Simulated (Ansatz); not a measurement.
KBr:

```
CELL_PARAMETERS angstrom
0.00000 3.30000 3.30000
3.30000 0.00000 3.30000
3.30000 3.30000 0.00000
ATOMIC_POSITIONS crystal
Br 0.50000 0.50000 0.50000
K 0.00000 0.00000 0.00000
```

```yaml
Program: Ansatz 0.2.0
Task: relaxation of cell and atoms
Functional: LDA
Potentials_or_basis: Ansatz PAW
Cutoff: "420 eV (not typed: the program's choice for these potentials)"
k_mesh: 7 × 7 × 7
Occupations: fermi-dirac, width 0.05 eV
Spin: no spin polarisation
```

At the start: volume 35.94 Å³/atom.

Task: How do energy, volume and symmetry change on relaxing?

Result: It ends after 5 steps and the volume is 32.39 Å³/atom (-9.9 %); space group Fm-3m (No. 225, to 0.05 Å).

Step by step:
```tsv
step	energy change (eV)	largest force (eV/Å)	volume (Å³)
1	0.0000	0.0000	71.87
2	-0.0297	0.0000	68.33
3	-0.0411	0.0000	63.78
4	-0.0418	0.0000	64.77
5	-0.0411	0.0000	64.77
```

Final structure:
```xyz
2
Lattice="0.0000 3.1876 3.1876 3.1876 0.0000 3.1876 3.1876 3.1876 0.0000" Properties=species:S:1:pos:R:3 pbc="T T T"
Br    3.1876    3.1876    3.1876
K     0.0000    0.0000    0.0000
```

Caveat: the plane-wave basis is chosen anew once the cell has moved, so the energies of steps on either side of that aren't comparable; the PAW data sets come from PBE, with cores solved anew for the run's functional, which leaves a small shift of forces and pressure.
